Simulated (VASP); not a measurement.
# RbBr (Fm-3m) in VASP: notebook

Runs on RbBr. Level: PBEsol. Tasks: relaxation of cell and atoms.

Program: VASP 6.6.1. These are calculated values, not measurements. Logs are shortened: lines on timing, memory, paths and dates and some standing lists are left out, and cuts for length are marked.

### Step 1. The structure

It takes space group Fm-3m (No. 225, cubic). The conventional cell has a = 6.854 Å, b = 6.854 Å, c = 6.854 Å, α = 90.00°, β = 90.00°, γ = 90.00°. Rb (site symmetry m-3m) has 6 Br at 3.43 Å as nearest neighbours. Around Br (site symmetry m-3m) lie 6 Rb at 3.43 Å.

### Step 2. Relaxation of cell and atoms, PBEsol

File INCAR:

```
SYSTEM = RbBr
PREC = Accurate
ENCUT = 600
EDIFF = 1E-6
ISMEAR = 0
SIGMA = 0.03
LREAL = .FALSE.
LASPH = .TRUE.
NELM = 80
ALGO = Normal
ISIF = 3
LWAVE = .FALSE.
LCHARG = .FALSE.
GGA = PS
IBRION = 2
NSW = 90
EDIFFG = -0.01
```

File KPOINTS:

```
Automatic mesh
0
G
  8 8 8
  0 0 0
```

File POSCAR:

```
RbBr
1.0
    0.0000000000      3.4270000000      3.4270000000
    3.4270000000      0.0000000000      3.4270000000
    3.4270000000      3.4270000000      0.0000000000
Rb Br
1 1
Direct
    0.0000000000      0.0000000000      0.0000000000
    0.5000000000      0.5000000000      0.5000000000
```

Potentials or basis: VASP PAW PBE potentials, release 64 (Rb_sv, Br).

On the command line:

```bash
$ cat potpaw_PBE.64/Rb_sv/POTCAR potpaw_PBE.64/Br/POTCAR > POTCAR
$ mpirun -np 1 vasp_std > vasp.out
```

OUTCAR:

```text
SYSTEM = RbBr
   PREC = Accurate
   ENCUT = 600
   EDIFF = 1E-6
   ISMEAR = 0
   LREAL = .FALSE.
   LASPH = .TRUE.
   NELM = 80
   ISIF = 3
   GGA = PS
   IBRION = 2
   NSW = 90
   EDIFFG = -0.01

 ion  position               nearest neighbor table
   1  0.000  0.000  0.000-   2 3.43   2 3.43   2 3.43   2 3.43   2 3.43   2 3.43
   2  0.500  0.500  0.500-   1 3.43   1 3.43   1 3.43   1 3.43   1 3.43   1 3.43

  LATTYP: Found a face centered cubic cell.
 ALAT       =     6.8540000000

  Lattice vectors:

 A1 = (   0.0000000000,   3.4270000000,   3.4270000000)
 A2 = (   3.4270000000,   0.0000000000,   3.4270000000)
 A3 = (   3.4270000000,   3.4270000000,   0.0000000000)

Analysis of symmetry for initial positions (statically):
=====================================================================
 Subroutine PRICEL returns:
 Original cell was already a primitive cell.

 Routine SETGRP: Setting up the symmetry group for a
 face centered cubic supercell.

 Subroutine GETGRP returns: Found 48 space group operations
 (whereof 48 operations were pure point group operations)
 out of a pool of 48 trial point group operations.

The static configuration has the point symmetry O_h .

Analysis of symmetry for dynamics (positions and initial velocities):
=====================================================================
 Subroutine PRICEL returns:
 Original cell was already a primitive cell.

 Routine SETGRP: Setting up the symmetry group for a
 face centered cubic supercell.

 Subroutine GETGRP returns: Found 48 space group operations
 (whereof 48 operations were pure point group operations)
 out of a pool of 48 trial point group operations.

The dynamic configuration has the point symmetry O_h .

 Subroutine INISYM returns: Found 48 space group operations
 (whereof 48 operations are pure point group operations),
 and found     1 'primitive' translations

----------------------------------------------------------------------------------------

                                     Primitive cell

  volume of cell :      80.4956

  direct lattice vectors                    reciprocal lattice vectors
     0.000000000  3.427000000  3.427000000    -0.145900204  0.145900204  0.145900204
     3.427000000  0.000000000  3.427000000     0.145900204 -0.145900204  0.145900204
     3.427000000  3.427000000  0.000000000     0.145900204  0.145900204 -0.145900204

  length of vectors
     4.846509878  4.846509878  4.846509878     0.252706567  0.252706567  0.252706567

  position of ions in fractional coordinates (direct lattice)
     0.000000000  0.000000000  0.000000000
     0.500000000  0.500000000  0.500000000

  ion indices of the primitive-cell ions
   primitive index   ion index
                 1           1
                 2           2

----------------------------------------------------------------------------------------

 KPOINTS: Automatic mesh

Automatic generation of k-mesh.
 Grid dimensions read from file:
 generate k-points for:    8    8    8

 Generating k-lattice:

  Cartesian coordinates                     Fractional coordinates (reciprocal lattice)
    -0.018237526  0.018237526  0.018237526     0.125000000  0.000000000  0.000000000
     0.018237526 -0.018237526  0.018237526     0.000000000  0.125000000  0.000000000
     0.018237526  0.018237526 -0.018237526     0.000000000  0.000000000  0.125000000

  Length of vectors
     0.031588321  0.031588321  0.031588321

  Shift w.r.t. Gamma in fractional coordinates (k-lattice)
     0.000000000  0.000000000  0.000000000

 Subroutine IBZKPT returns following result:
 ===========================================

 Found     29 irreducible k-points:

 Following reciprocal coordinates:
            Coordinates               Weight
  0.000000  0.000000  0.000000      1.000000
  0.125000  0.000000  0.000000      8.000000
  0.250000  0.000000  0.000000      8.000000
  0.375000  0.000000  0.000000      8.000000
  0.500000  0.000000  0.000000      4.000000
  0.125000  0.125000  0.000000      6.000000
[... 16 lines left out ...]
  0.500000  0.250000  0.125000     48.000000
 -0.375000  0.250000  0.125000     24.000000
 [... further k-points ...]
   k-points           NKPTS =     29   k-points in BZ     NKDIM =     29   number of bands    NBANDS=     12
   number of dos      NEDOS =    301   number of ions     NIONS =      2
   total plane-waves  NPLWV =  64000
   dimension x,y,z NGX =    40 NGY =   40 NGZ =   40
   dimension x,y,z NGXF=    80 NGYF=   80 NGZF=   80
   ions per type =               1   1
   NGX,Y,Z   is equivalent  to a cutoff of  13.72, 13.72, 13.72 a.u.
   NGXF,Y,Z  is equivalent  to a cutoff of  27.44, 27.44, 27.44 a.u.
 SYSTEM =  RbBr
   PREC   = accura    normal or accurate (medium, high low for compatibility)
   ISTART =      0    job   : 0-new  1-cont  2-samecut
   ICHARG =      2    charge: 1-file 2-atom 10-const
   ISPIN  =      1    spin polarized calculation?
   LNONCOLLINEAR =      F non collinear calculations
   LSORBIT =      F    spin-orbit coupling
   LASPH  =      T    aspherical Exc in radial PAW
   ENCUT  =  600.0 eV  44.10 Ry    6.64 a.u.   9.68  9.68  9.68*2*pi/ulx,y,z
   NELM   =     80;   NELMIN=  2; NELMDL= -5     # of ELM steps
   EDIFF  = 0.1E-05   stopping-criterion for ELM
   LREAL  =      F    real-space projection
   EDIFFG = -.1E-01   stopping-criterion for IOM
   NSW    =     90    number of steps for IOM
   IBRION =      2    ionic relax: 0-MD 1-quasi-New 2-CG
   NFREE  =      1    steps in history (QN), initial steepest desc. (CG)
   ISIF   =      3    stress and relaxation
   ISYM   =      2    0-nonsym 1-usesym 2-fastsym
   POTIM  = 0.5000    time-step for ionic-motion
   TEBEG  =    0.0;   TEEND  =   0.0 temperature during run
   PSTRESS=    0.0 pullay stress
   NELECT =      16.0000    total number of electrons
   NUPDOWN=      -1.0000    fix difference up-down
   EMIN   =  10.00;   EMAX   =-10.00  energy-range for DOS
   EFERMI =   0.00;   METHOD = LEGACY
   ISMEAR =     0;   SIGMA  =   0.03  broadening in eV -4-tet -1-fermi 0-gaus
   EFERMI_NEDOS =   21; number of points for ismear=-14 and -15
   IALGO  =     38    algorithm
   IMIX   =      4    mixing-type and parameters
     AMIX     =   0.40;   BMIX     =  1.00
     AMIX_MAG =   1.60;   BMIX_MAG =  1.00
  volume/ion in A,a.u.               =      40.25       271.61
  Fermi-wavevector in a.u.,A,eV,Ry     =   0.955412  1.805467 12.419564  0.912812
  Thomas-Fermi vector in A             =   2.084247
   LORBIT       =      0    0 simple, 1 ext, 2 COOP (PROOUT), +10 PAW based schemes
   GGA     = PS    functional components
   LHFCALC =     F    Hartree Fock is set to
   AEXX    =    0.0000 exact exchange contribution
   IVDW    =     0    specifies the selected vdW correction
   LEPSILON=     F    determine dielectric tensor
   LRPA    =     F    only Hartree local field effects (RPA)
 conjugate gradient relaxation of ions
 non-spin polarized calculation
 Gauss-broadening in eV      SIGMA  =   0.03
  energy-cutoff  :      600.00
  volume of cell :       80.50
 maximum number of plane-waves:      2733
   NGX = 19   NGY = 19   NGZ = 19

 number of electron      16.0000001 magnetization

 Free energy of the ion-electron system (eV)
  ---------------------------------------------------
  ext. energy  EPLUGINS =         0.00000000
  ---------------------------------------------------
  free energy    TOTEN  =        -6.35542741 eV

  energy without entropy =       -6.35542741  energy(sigma->0) =       -6.35542741

 E-fermi :  -1.6366     XC(G=0):  -7.4053

 val. band max:       -1.8452028215   @ k =   0.0000   0.0000   0.0000
 cond. band min:       2.3663138065   @ k =   0.0000   0.0000   0.0000
 fundamental gap:      4.2115166280
 Fermi energy:        -1.6366086921

 k-point     1 :       0.0000    0.0000    0.0000
  band No.  band energies     occupation
      1     -26.2004      2.00000
      2     -14.0388      2.00000
      3     -10.2879      2.00000
      4     -10.2879      2.00000
      5     -10.2879      2.00000
      6      -1.8452      2.00000
      7      -1.8452      2.00000
      8      -1.8452      2.00000
      9       2.3663      0.00000
     10       5.3551      0.00000
     11       5.3551      0.00000
     12       5.3551      0.00000

 k-point     2 :       0.1250    0.0000    0.0000
  band No.  band energies     occupation
      1     -26.1990      2.00000
      2     -14.0449      2.00000
      3     -10.2891      2.00000
      4     -10.2891      2.00000
      5     -10.2812      2.00000
      6      -2.0378      2.00000
      7      -1.9028      2.00000
      8      -1.9028      2.00000
      9       2.7502      0.00000
     10       5.2500      0.00000
     11       5.5426      0.00000
     12       5.5426      0.00000

 k-point     3 :       0.2500    0.0000    0.0000
  band No.  band energies     occupation
      1     -26.1956      2.00000
      2     -14.0598      2.00000
      3     -10.2919      2.00000
      4     -10.2919      2.00000
      5     -10.2650      2.00000
      6      -2.4247      2.00000
      7      -2.0355      2.00000
      8      -2.0355      2.00000
      9       3.6476      0.00000
     10       5.2023      0.00000
     11       6.0824      0.00000
     12       6.0824      0.00000
[... 286 lines left out ...]
 k-point    23 :       0.5000    0.2500    0.1250
  band No.  band energies     occupation
      1     -26.1904      2.00000
      2     -14.0476      2.00000
      3     -10.3583      2.00000
      4     -10.3241      2.00000
      5     -10.2732      2.00000
      6      -2.6130      2.00000
      7      -2.1880      2.00000
      8      -2.1068      2.00000
      9       4.7363      0.00000
     10       5.0512      0.00000
     11       6.9680      0.00000
     12       7.2369      0.00000

 k-point    24 :      -0.3750    0.2500    0.1250
  band No.  band energies     occupation
      1     -26.1893      2.00000
      2     -14.0468      2.00000
      3     -10.3586      2.00000
      4     -10.3442      2.00000
      5     -10.2695      2.00000
      6      -2.6324      2.00000
      7      -2.2066      2.00000
      8      -2.1847      2.00000
      9       4.9991      0.00000
     10       5.4617      0.00000
     11       6.9335      0.00000
     12       7.0678      0.00000

 [... further k-points ...]

------------------------ aborting loop because EDIFF is reached ----------------------------------------

  FORCE on cell =-STRESS in cart. coord.  units (eV):
  Direction    XX          YY          ZZ          XY          YZ          ZX
  --------------------------------------------------------------------------------------
  -------------------------------------------------------------------------------------
  Total       -0.0116511     -0.0116511     -0.0116511      0.0000000      0.0000000     -0.0000000
  in kB       -0.2319016     -0.2319016     -0.2319016      0.0000000      0.0000000     -0.0000000
  external PRESSURE =      -0.2319016 kB  Pullay stress =       0.0000000 kB

 VOLUME and BASIS-vectors are now :
 -----------------------------------------------------------------------------
  energy-cutoff  :      600.00
  volume of cell :       80.50
      direct lattice vectors                 reciprocal lattice vectors
     0.000000000  3.427000000  3.427000000    -0.145900204  0.145900204  0.145900204
     3.427000000  0.000000000  3.427000000     0.145900204 -0.145900204  0.145900204
     3.427000000  3.427000000  0.000000000     0.145900204  0.145900204 -0.145900204

 POSITION                                       TOTAL-FORCE (eV/Angst)
 -----------------------------------------------------------------------------------
      0.00000      0.00000      0.00000         0.000000      0.000000     -0.000000
      3.42700      3.42700      3.42700        -0.000000      0.000000      0.000000
 -----------------------------------------------------------------------------------
    total drift:                                0.000000     -0.000000     -0.000000

  FREE ENERGIE OF THE ION-ELECTRON SYSTEM (eV)
  ---------------------------------------------------
  free  energy   TOTEN  =        -6.3554274114 eV

  energy  without entropy=       -6.3554274114  energy(sigma->0) =       -6.35542741

 reached required accuracy - stopping structural energy minimisation
```

Run time: 51 s. Hardware: 1 thread of AMD EPYC 7R43 (Zen 3), shared host; peak memory 0.21 GiB.

What came out:

```
Free energy             : -6.3554 eV
Pressure after relaxing : 0.0 GPa
Band gap on the k mesh  : 4.21 eV, direct
```

Final structure:
```
Rb Br
1.0
     0.00000    3.42700    3.42700
     3.42700    0.00000    3.42700
     3.42700    3.42700    0.00000
Rb Br
1 1
Direct
  0.00000 0.00000 0.00000
  0.50000 0.50000 0.50000
```

Levels at points of the mesh, in eV from the valence-band top:
```
           k point  band 6  band 7  band 8  band 9  band 10  band 11
(0.00, 0.00, 0.00)    0.00    0.00    0.00    4.21     7.20     7.20
(0.50, 0.00, 0.00)   -1.02   -0.36   -0.36    6.67     7.61     9.43
(0.50, 0.50, 0.00)   -0.49   -0.16   -0.16    5.50     7.02     9.05
```

Caveat: the relaxation stopped at its first step, so nothing moved; the PAW data sets were made with another functional, which shifts forces and pressure a little. A k mesh can miss the band edges.

[end of part 1 of 2]
